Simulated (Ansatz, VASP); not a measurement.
One calculation of SnSe2, two programs

```
Sn Se
1.0
     3.84020    0.00000    0.00000
    -1.92010    3.32571    0.00000
     0.00000    0.00000    6.02310
Sn Se
1 2
Direct
  0.00000 0.00000 0.00000
  0.33333 0.66667 0.26467
  0.66667 0.33333 0.73533
```

Alike in both runs: functional PBE; dispersion D3(BJ); k mesh 6 × 6 × 4; occupations gaussian, width 0.1 eV; no spin polarisation.

Ansatz relaxed the structure, and its values are those at the end. VASP's run is a single point on that final structure, the one shown.

```csv
,VASP,Ansatz
version,VASP 6.6.1,Ansatz 0.2.0
potentials or method,"VASP PAW PBE potentials, release 64 (Sn_d, Se)","scalar-relativistic, plane waves, PAW"
plane-wave cutoff (eV),520,420
valence electrons in the cell,26,46
```

VASP gave:

| Item | Value |
| --- | --- |
| gap on the k mesh at the Fermi level (eV) | 0.64 |
| least direct gap on the mesh (eV) | 0.83 |
| pressure (GPa) | 0.0 |
| rms of the force components (eV/Å) | 0.000 |

**Question.** Which values does Ansatz return?

**Answer.** gap on the k mesh at the Fermi level (eV): 0.65; least direct gap on the mesh (eV): 0.84; pressure (GPa): 0.0; rms of the force components (eV/Å): 0.007.

The two sets of potentials don't hold the same shells in valence.

Caveats: spin-orbit coupling is left out, which moves the levels of the heavy elements. A k mesh can miss the band edges.
